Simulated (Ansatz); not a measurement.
Al2O3:

```
Al O
1.0
     3.01748    0.00000    0.00000
    -1.50874    2.61322    0.00000
     0.00000    0.00000    7.57464
Al O
2 3
Cartesian
  0.0000 0.0000 5.4693
  0.0000 0.0000 2.1054
  0.0000 0.0000 3.7873
  1.5087 0.8711 6.0638
  0.0000 1.7421 1.5108
```

Measurements of this composition are mostly on another form, of space group No. 167.

| Quantity | Value |
| --- | --- |
| Program | Ansatz 0.2.0 |
| Task | relaxation of cell and atoms |
| Functional | r2SCAN |
| Potentials or basis | Ansatz PAW |
| Cutoff | 500 eV (not typed: the program's choice for these potentials) |
| k mesh | 10 × 10 × 4 |
| Occupations | fermi-dirac, width 0.05 eV |
| Spin | no spin polarisation |

At the start: volume 11.95 Å³/atom.

Problem. How do energy, volume and symmetry change on relaxing?

Solution. It ends after 6 steps and the volume is 11.74 Å³/atom (-1.8 %); space group P-3m1 (No. 164, to 0.05 Å).

Step by step:
```tsv
step	energy change (eV)	largest force (eV/Å)	volume (Å³)
1	0.0000	0.3902	59.73
2	-0.0257	0.2291	59.40
3	-0.0363	0.0086	58.87
4	-0.0365	0.0024	58.78
5	-0.0365	0.0015	58.68
6	-0.0361	0.0014	58.68
```

Final structure:
```
Al O
1.0
     2.98587    0.00000    0.00000
    -1.49293    2.58584    0.00000
     0.00000    0.00000    7.60030
Al O
2 3
Direct
  0.00000 0.00000 0.71909
  0.00000 0.00000 0.28091
  0.00000 0.00000 0.50000
  0.66667 0.33333 0.79547
  0.33333 0.66667 0.20453
```

Caveat: the plane-wave basis is chosen anew once the cell has moved, so the energies of steps on either side of that aren't comparable; the PAW data sets come from PBE, with cores solved anew for the run's functional, which leaves a small shift of forces and pressure.
